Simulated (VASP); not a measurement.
# Ca in VASP: a series of runs

Runs on Ca. Level: PBEsol. Tasks: single point.

All numbers are computed with VASP 6.6.1; they aren't measurements. Logs are shortened: lines on timing, memory, paths and dates and some standing lists are left out, and cuts for length are marked.

**1. The structure**

The cell holds a slab with vacuum, 13 atoms: a = 7.891 Å, b = 7.891 Å, c = 18.443 Å, α = 90.00°, β = 90.00°, γ = 60.00°.

The cell was built by a generator and needn't be a form met in nature.

**2. Single point, PBEsol**

INCAR

```
PREC = Accurate
ENCUT = 520
EDIFF = 1E-7
ISMEAR = -1
SIGMA = 0.05
LREAL = False
LASPH = True
NELM = 100
ALGO = Fast
ISIF = 2
LWAVE = False
LCHARG = False
GGA = PS
NBANDS = 77
```

KPOINTS

```
regular mesh
0
Gamma
  2 2 1
```

POSCAR

```
Ca
1.0
    7.8913120000      0.0000000000      0.0000000000
    3.9456560000      6.8340760000      0.0000000000
    0.0000000000      0.0000000000     18.4432290000
Ca
13
Direct
    0.1666640452      0.1666648132      0.0542204405
    0.6666696209      0.1666648132      0.0542204405
    0.1666686331      0.6666738854      0.0542204405
    0.6666615366      0.6666738854      0.0542204405
   -0.2024163182      0.3357439982      0.2202651174
    0.3304307584      0.3472598198      0.2148322292
   -0.1652442422      0.8198621145      0.2284957802
    0.3041812037      0.8877132768      0.2292711325
    0.0113133174     -0.0079015803      0.4010035336
    0.5287823643     -0.0099062404      0.4098251993
    0.0059928395      0.4877030926      0.3761922600
    0.5116295008      0.5291571238      0.3884135473
    0.1765697821      0.6369112664      0.5460703221
```

Potentials or basis: VASP PAW PBE potentials, release 64 (Ca_sv).

Started as:

```console
cat potpaw_PBE.64/Ca_sv/POTCAR > POTCAR
mpirun -np 1 vasp_std > vasp.out
```

OUTCAR:

```text
PREC = Accurate
   ENCUT = 520
   EDIFF = 1E-7
   ISMEAR = -1
   LREAL = False
   LASPH = True
   NELM = 100
   ISIF = 2
   GGA = PS

 ion  position               nearest neighbor table
   1  0.167  0.167  0.054-
   2  0.667  0.167  0.054-
   3  0.167  0.667  0.054-
   4  0.667  0.667  0.054-
   5  0.798  0.336  0.220-
   6  0.330  0.347  0.215-
   7  0.835  0.820  0.228-
   8  0.304  0.888  0.229-
   9  0.011  0.992  0.401-
  10  0.529  0.990  0.410-
  11  0.006  0.488  0.376-
  12  0.512  0.529  0.388-
  13  0.177  0.637  0.546-

  LATTYP: Found a hexagonal cell.
 ALAT       =     7.8913114274
 C/A-ratio  =     2.3371563991

  Lattice vectors:

 A1 = (  -3.9456560000,  -6.8340760000,   0.0000000000)
 A2 = (   7.8913120000,   0.0000000000,   0.0000000000)
 A3 = (   0.0000000000,   0.0000000000,  18.4432290000)

Analysis of symmetry for initial positions (statically):
=====================================================================
 Subroutine PRICEL returns:
 Original cell was already a primitive cell.

 Routine SETGRP: Setting up the symmetry group for a
 hexagonal supercell.

 Subroutine GETGRP returns: Found  1 space group operations
 (whereof  1 operations were pure point group operations)
 out of a pool of 24 trial point group operations.

The static configuration has the point symmetry C_1 .

Analysis of symmetry for dynamics (positions and initial velocities):
=====================================================================
 Subroutine PRICEL returns:
 Original cell was already a primitive cell.

 Routine SETGRP: Setting up the symmetry group for a
 hexagonal supercell.

 Subroutine GETGRP returns: Found  1 space group operations
 (whereof  1 operations were pure point group operations)
 out of a pool of 24 trial point group operations.

The dynamic configuration has the point symmetry C_1 .

 Subroutine INISYM returns: Found  1 space group operations
 (whereof  1 operations are pure point group operations),
 and found     1 'primitive' translations

----------------------------------------------------------------------------------------

                                     Primitive cell

  volume of cell :     994.6401

  direct lattice vectors                    reciprocal lattice vectors
[... 100 lines left out ...]
   NUPDOWN=      -1.0000    fix difference up-down
   EMIN   =  10.00;   EMAX   =-10.00  energy-range for DOS
   EFERMI =   0.00;   METHOD = LEGACY
   ISMEAR =    -1;   SIGMA  =   0.05  broadening in eV -4-tet -1-fermi 0-gaus
   EFERMI_NEDOS =   21; number of points for ismear=-14 and -15
   IALGO  =     68    algorithm
   IMIX   =      4    mixing-type and parameters
     AMIX     =   0.40;   BMIX     =  1.00
     AMIX_MAG =   1.60;   BMIX_MAG =  1.00
  volume/ion in A,a.u.               =      76.51       516.32
  Fermi-wavevector in a.u.,A,eV,Ry     =   0.830808  1.569999  9.391310  0.690242
  Thomas-Fermi vector in A             =   1.943588
   LORBIT       =      0    0 simple, 1 ext, 2 COOP (PROOUT), +10 PAW based schemes
   GGA     = PS    functional components
   LHFCALC =     F    Hartree Fock is set to
   AEXX    =    0.0000 exact exchange contribution
   IVDW    =     0    specifies the selected vdW correction
   LEPSILON=     F    determine dielectric tensor
   LRPA    =     F    only Hartree local field effects (RPA)
 non-spin polarized calculation
 RMM-DIIS sequential band-by-band and
  energy-cutoff  :      520.00
  volume of cell :      994.64
 maximum number of plane-waves:     26796
 NGX is ok and might be reduce to    60
   NGX = 29   NGY = 29   NGZ = 69

 number of electron     129.9999997 magnetization

 Free energy of the ion-electron system (eV)
  ---------------------------------------------------
  ext. energy  EPLUGINS =         0.00000000
  ---------------------------------------------------
  free energy    TOTEN  =       -23.56713470 eV

  energy without entropy =      -23.37115702  energy(sigma->0) =      -23.46914586

 E-fermi :  -0.0026     XC(G=0):  -5.2420

 val. band max:       -0.0185775481   @ k =   0.0000   0.0000   0.0000
 cond. band min:       0.0153697470   @ k =   0.5000   0.5000   0.0000
 fundamental gap:      0.0339472951
 Fermi energy:        -0.0026281665

 k-point     1 :       0.0000    0.0000    0.0000
  band No.  band energies     occupation
      1     -43.2179      2.00000
      2     -42.4345      2.00000
      3     -42.4286      2.00000
      4     -42.4038      2.00000
      5     -42.3597      2.00000
      6     -42.3344      2.00000
[... 309 lines left out ...]
     76       0.6992      0.00000
     77       0.8497      0.00000

------------------------ aborting loop because EDIFF is reached ----------------------------------------

  FORCE on cell =-STRESS in cart. coord.  units (eV):
  Direction    XX          YY          ZZ          XY          YZ          ZX
  --------------------------------------------------------------------------------------
  -------------------------------------------------------------------------------------
  Total       -3.6207564     -3.8975568      0.0340281      0.0152051     -0.7166978     -0.6372002
  in kB       -5.8323545     -6.2782276      0.0548128      0.0244925     -1.1544647     -1.0264091
  external PRESSURE =      -4.0185898 kB  Pullay stress =       0.0000000 kB

 VOLUME and BASIS-vectors are now :
 -----------------------------------------------------------------------------
  energy-cutoff  :      520.00
  volume of cell :      994.64
      direct lattice vectors                 reciprocal lattice vectors
     7.891312000  0.000000000  0.000000000     0.126721640 -0.073162780  0.000000000
     3.945656000  6.834076000  0.000000000     0.000000000  0.146325560  0.000000000
     0.000000000  0.000000000 18.443229000     0.000000000  0.000000000  0.054220440

 POSITION                                       TOTAL-FORCE (eV/Angst)
 -----------------------------------------------------------------------------------
      1.97280      1.13900      1.00000        -0.050630      0.079249     -0.042438
      5.91850      1.13900      1.00000        -0.030889     -0.108475     -0.088183
      3.94570      4.55610      1.00000         0.049182      0.095676      0.016419
      7.89130      4.55610      1.00000        -0.042034      0.030800      0.096860
      7.61871      2.29450      4.06240         0.348801      0.061191     -0.017433
      3.97770      2.37320      3.96220        -0.060690     -0.029330      0.206679
      9.82221      5.60300      4.21420        -0.076595      0.302681     -0.199078
      5.90300      6.06670      4.22850         0.042133     -0.362601     -0.029688
      4.00376      6.78008      7.39580        -0.005464      0.102442     -0.191454
      8.07936      6.76638      7.55850        -0.049432      0.260796      0.014845
      1.97160      3.33300      6.93820         0.300581     -0.104896      0.282940
      6.12530      3.61630      7.16360        -0.348767     -0.209975     -0.030684
      3.90640      4.35270     10.07130        -0.076197     -0.117558     -0.018787
 -----------------------------------------------------------------------------------
    total drift:                                0.000060      0.000024     -0.000721

  FREE ENERGIE OF THE ION-ELECTRON SYSTEM (eV)
  ---------------------------------------------------
  free  energy   TOTEN  =       -23.5671347037 eV

  energy  without entropy=      -23.3711570193  energy(sigma->0) =      -23.46914586
```

Run time: 38 min. Hardware: 1 thread of Intel Xeon 6975P-C (Granite Rapids), shared host; peak memory 1.1 GiB.

What came out:

| Property | Result |
| --- | --- |
| Free energy | -23.5671 eV |
| Largest force | 0.426 eV/Å |
| Band gap on the k mesh | none (metal or under the smearing width) |

Forces on the atoms (eV/Å):
```
Ca  -0.051  0.079 -0.042
Ca  -0.031 -0.108 -0.088
Ca   0.049  0.096  0.016
Ca  -0.042  0.031  0.097
Ca   0.349  0.061 -0.017
Ca  -0.061 -0.029  0.207
Ca  -0.077  0.303 -0.199
Ca   0.042 -0.363 -0.030
Ca  -0.005  0.102 -0.191
Ca  -0.049  0.261  0.015
Ca   0.301 -0.105  0.283
Ca  -0.349 -0.210 -0.031
Ca  -0.076 -0.118 -0.019
```

Caveat: the k mesh is coarse (spacing up to 0.46 Å⁻¹), so the values aren't converged; the PAW data sets were made with another functional, which shifts forces and pressure a little.

**3. Single point, PBEsol**

INCAR

```
ALGO = Fast
EDIFF = 1E-7
ENCUT = 520
GGA = PS
ISIF = 2
ISMEAR = -1
LASPH = True
LCHARG = False
LREAL = False
LWAVE = False
NBANDS = 77
NELM = 100
PREC = Accurate
SIGMA = 0.05
```

KPOINTS

```
k-points
0
Gamma
  2 2 1
```

POSCAR

```
Ca
1.0
    7.8913120000      0.0000000000      0.0000000000
    3.9456560000      6.8340760000      0.0000000000
    0.0000000000      0.0000000000     18.4432290000
Ca
13
Direct
    0.1666640452      0.1666648132      0.0542204405
    0.6666696209      0.1666648132      0.0542204405
    0.1666686331      0.6666738854      0.0542204405
    0.6666615366      0.6666738854      0.0542204405
   -0.1861614821      0.3611461154      0.2202054749
    0.3093314779      0.3765834621      0.2206663486
   -0.2150908438      0.8808798732      0.2210187815
    0.3069515222      0.8798409617      0.2366180022
    0.0190034325      0.0090575522      0.4090661131
    0.5328233111      0.0454487190      0.4152797756
    0.0939380601      0.4431469594      0.3867815121
    0.4929293660      0.5170852651      0.3832354953
    0.2402084264      0.5209628924      0.5450618219
```

Potentials or basis: VASP PAW PBE potentials, release 64 (Ca_sv).

Started as:

```console
cat potpaw_PBE.64/Ca_sv/POTCAR > POTCAR
mpirun -np 1 vasp_std > vasp.out
```

OUTCAR:

```text
EDIFF = 1E-7
   ENCUT = 520
   GGA = PS
   ISIF = 2
   ISMEAR = -1
   LASPH = True
   LREAL = False
   NELM = 100
   PREC = Accurate

 ion  position               nearest neighbor table
   1  0.167  0.167  0.054-
   2  0.667  0.167  0.054-
   3  0.167  0.667  0.054-
   4  0.667  0.667  0.054-
   5  0.814  0.361  0.220-
   6  0.309  0.377  0.221-
   7  0.785  0.881  0.221-
   8  0.307  0.880  0.237-
   9  0.019  0.009  0.409-
  10  0.533  0.045  0.415-
  11  0.094  0.443  0.387-
  12  0.493  0.517  0.383-
  13  0.240  0.521  0.545-

  LATTYP: Found a hexagonal cell.
 ALAT       =     7.8913114274
 C/A-ratio  =     2.3371563991

  Lattice vectors:

 A1 = (  -3.9456560000,  -6.8340760000,   0.0000000000)
 A2 = (   7.8913120000,   0.0000000000,   0.0000000000)
 A3 = (   0.0000000000,   0.0000000000,  18.4432290000)

Analysis of symmetry for initial positions (statically):
=====================================================================
 Subroutine PRICEL returns:
 Original cell was already a primitive cell.

 Routine SETGRP: Setting up the symmetry group for a
 hexagonal supercell.

 Subroutine GETGRP returns: Found  1 space group operations
 (whereof  1 operations were pure point group operations)
 out of a pool of 24 trial point group operations.

The static configuration has the point symmetry C_1 .

Analysis of symmetry for dynamics (positions and initial velocities):
=====================================================================
[... 135 lines left out ...]
   LORBIT       =      0    0 simple, 1 ext, 2 COOP (PROOUT), +10 PAW based schemes
   GGA     = PS    functional components
   LHFCALC =     F    Hartree Fock is set to
   AEXX    =    0.0000 exact exchange contribution
   IVDW    =     0    specifies the selected vdW correction
   LEPSILON=     F    determine dielectric tensor
   LRPA    =     F    only Hartree local field effects (RPA)
 non-spin polarized calculation
 RMM-DIIS sequential band-by-band and
  energy-cutoff  :      520.00
  volume of cell :      994.64
 maximum number of plane-waves:     26796
 NGX is ok and might be reduce to    60
   NGX = 29   NGY = 29   NGZ = 69

 number of electron     129.9999997 magnetization

 Free energy of the ion-electron system (eV)
  ---------------------------------------------------
  ext. energy  EPLUGINS =         0.00000000
  ---------------------------------------------------
  free energy    TOTEN  =       -23.18556104 eV

  energy without entropy =      -23.01274749  energy(sigma->0) =      -23.09915427

 E-fermi :  -0.0082     XC(G=0):  -5.2356

 val. band max:       -0.0201278321   @ k =   0.0000   0.0000   0.0000
 cond. band min:       0.0056090507   @ k =   0.5000  -0.0000   0.0000
 fundamental gap:      0.0257368829
 Fermi energy:        -0.0082273892

 k-point     1 :       0.0000    0.0000    0.0000
  band No.  band energies     occupation
      1     -43.0073      2.00000
      2     -42.4431      2.00000
      3     -42.4116      2.00000
      4     -42.3923      2.00000
      5     -42.3768      2.00000
      6     -42.3521      2.00000
[... 309 lines left out ...]
     76       0.6896      0.00000
     77       0.9557      0.00000

------------------------ aborting loop because EDIFF is reached ----------------------------------------

  FORCE on cell =-STRESS in cart. coord.  units (eV):
  Direction    XX          YY          ZZ          XY          YZ          ZX
  --------------------------------------------------------------------------------------
  -------------------------------------------------------------------------------------
  Total       -2.6200938     -3.9645996      1.0187368     -0.2574298     -0.9594518     -0.6669415
  in kB       -4.2204760     -6.3862208      1.6409925     -0.4146707     -1.5454956     -1.0743168
  external PRESSURE =      -2.9885681 kB  Pullay stress =       0.0000000 kB

 VOLUME and BASIS-vectors are now :
 -----------------------------------------------------------------------------
  energy-cutoff  :      520.00
  volume of cell :      994.64
      direct lattice vectors                 reciprocal lattice vectors
     7.891312000  0.000000000  0.000000000     0.126721640 -0.073162780  0.000000000
     3.945656000  6.834076000  0.000000000     0.000000000  0.146325560  0.000000000
     0.000000000  0.000000000 18.443229000     0.000000000  0.000000000  0.054220440

 POSITION                                       TOTAL-FORCE (eV/Angst)
 -----------------------------------------------------------------------------------
      1.97280      1.13900      1.00000         0.011244     -0.001386      0.090656
      5.91850      1.13900      1.00000        -0.009812      0.088825     -0.111148
      3.94570      4.55610      1.00000        -0.006326      0.150524      0.030989
      7.89130      4.55610      1.00000        -0.045924      0.073433      0.018223
      7.84721      2.46810      4.06130         0.072172     -0.037529      0.103626
      3.92690      2.57360      4.06980         0.101360     -0.152933     -0.301921
      9.66961      6.02000      4.07630         0.277957     -0.239268      0.337355
      5.89380      6.01290      4.36400        -0.034553      0.052381     -0.225327
      0.18570      0.06190      7.54450         0.044006     -0.175577      0.000767
      4.38400      0.31060      7.65910        -0.140775     -0.652548     -0.005797
      2.48980      3.02850      7.13350        -1.051301      0.731743     -0.415693
      5.93010      3.53380      7.06810         0.642750      0.094742      0.129654
      3.95110      3.56030     10.05270         0.139202      0.067594      0.348617
 -----------------------------------------------------------------------------------
    total drift:                               -0.000046     -0.000131     -0.001297

  FREE ENERGIE OF THE ION-ELECTRON SYSTEM (eV)
  ---------------------------------------------------
  free  energy   TOTEN  =       -23.1855610425 eV

  energy  without entropy=      -23.0127474883  energy(sigma->0) =      -23.09915427
```

Wall time 28 min (1 thread of Intel Xeon 6975P-C (Granite Rapids), shared host); peak memory 1.1 GiB.

What came out:

* Free energy: -23.1856 eV
* Largest force: 1.347 eV/Å
* Band gap on the k mesh: none (metal or under the smearing width)

Forces on the atoms (eV/Å):
```
Ca   0.011 -0.001  0.091
Ca  -0.010  0.089 -0.111
Ca  -0.006  0.151  0.031
Ca  -0.046  0.073  0.018
Ca   0.072 -0.038  0.104
Ca   0.101 -0.153 -0.302
Ca   0.278 -0.239  0.337
Ca  -0.035  0.052 -0.225
Ca   0.044 -0.176  0.001
Ca  -0.141 -0.653 -0.006
Ca  -1.051  0.732 -0.416
Ca   0.643  0.095  0.130
Ca   0.139  0.068  0.349
```

Levels at points of the mesh, in eV from the Fermi level:
| k point | band 61 | band 62 | band 63 | band 64 | band 65 | band 66 | band 67 | band 68 |
| --- | --- | --- | --- | --- | --- | --- | --- | --- |
| (0.00, 0.00, 0.00) | -0.75 | -0.74 | -0.61 | -0.58 | -0.47 | -0.09 | -0.01 | 0.01 |
| (0.50, 0.00, 0.00) | -0.83 | -0.74 | -0.42 | -0.09 | 0.01 | 0.11 | 0.21 | 0.25 |
| (0.50, 0.50, 0.00) | -0.82 | -0.75 | -0.41 | -0.12 | 0.05 | 0.08 | 0.24 | 0.24 |
| (0.00, 0.50, 0.00) | -0.82 | -0.70 | -0.45 | -0.06 | 0.02 | 0.12 | 0.22 | 0.25 |

Caveat: the k mesh is coarse (spacing up to 0.46 Å⁻¹), so the values aren't converged; the PAW data sets were made with another functional, which shifts forces and pressure a little.

**4. Single point, PBEsol**

INCAR

```
  ALGO = Fast
  EDIFF = 1E-7
  ENCUT = 520
  GGA = PS
  ISIF = 2
  ISMEAR = -1
  LASPH = True
  LCHARG = False
  LREAL = False
  LWAVE = False
  NBANDS = 77
  NELM = 100
  PREC = Accurate
  SIGMA = 0.05
```

KPOINTS is that of step 3.

POSCAR

```
Ca
1.0
    7.8913120000      0.0000000000      0.0000000000
    3.9456560000      6.8340760000      0.0000000000
    0.0000000000      0.0000000000     18.4432290000
Ca
13
Direct
    0.1666667000      0.1666667000      0.0542204000
    0.6666667000      0.1666667000      0.0542204000
    0.1666667000      0.6666667000      0.0542204000
    0.6666667000      0.6666667000      0.0542204000
   -0.1673731848      0.3335094255      0.2197001588
    0.3366584489      0.3285003312      0.2228179138
   -0.1715847592      0.8361310331      0.2220767761
    0.3362784215      0.8351399392      0.2231946699
    0.0009187754     -0.0026266437      0.3867783016
    0.5017918836     -0.0003724651      0.4080576473
    0.0004707457      0.5011553385      0.3857899215
    0.4946666221      0.5026154335      0.3890192614
    0.1480296351      0.6710509752      0.5463649891
```

Started as:

```console
cat potpaw_PBE.64/Ca_sv/POTCAR > POTCAR
mpirun -np 1 vasp_std > vasp.out
```

Run time: 54 min. Hardware: 1 thread of Intel Xeon Platinum 8559C (Emerald Rapids), shared host; peak memory 1 GiB.

The run converged. Its results:

```yaml
Free_energy: -23.8427 eV
Largest_force: 0.037 eV/Å
Band_gap_on_the_k_mesh: none (metal or under the smearing width)
```

Forces in eV/Å, atoms in the order of the input:
```
Ca   0.007 -0.006 -0.019
Ca  -0.006 -0.001 -0.036
Ca   0.004 -0.001  0.025
Ca  -0.004  0.007 -0.030
Ca   0.002  0.000  0.013
Ca  -0.006  0.010  0.019
Ca   0.012 -0.010  0.022
Ca  -0.007 -0.001  0.015
Ca  -0.004 -0.002 -0.004
Ca  -0.001  0.000  0.005
Ca   0.001  0.004 -0.007
Ca  -0.001 -0.001 -0.002
Ca   0.001  0.001 -0.002
```

Levels at points of the mesh, in eV from the Fermi level:
```tsv
k point	band 60	band 61	band 62	band 63	band 64	band 65	band 66	band 67	band 68	band 69
(0.00, 0.00, 0.00)	-0.82	-0.81	-0.78	-0.61	-0.61	-0.60	-0.07	-0.06	-0.01	0.11
(0.50, 0.00, 0.00)	-1.11	-0.83	-0.82	-0.42	-0.03	0.03	0.09	0.19	0.22	0.30
(0.50, 0.50, 0.00)	-1.10	-0.83	-0.82	-0.42	-0.03	0.01	0.09	0.19	0.21	0.30
(0.00, 0.50, 0.00)	-1.11	-0.83	-0.82	-0.42	-0.03	0.02	0.09	0.19	0.21	0.30
```

Caveat: the k mesh is coarse (spacing up to 0.46 Å⁻¹), so the values aren't converged; the PAW data sets were made with another functional, which shifts forces and pressure a little.
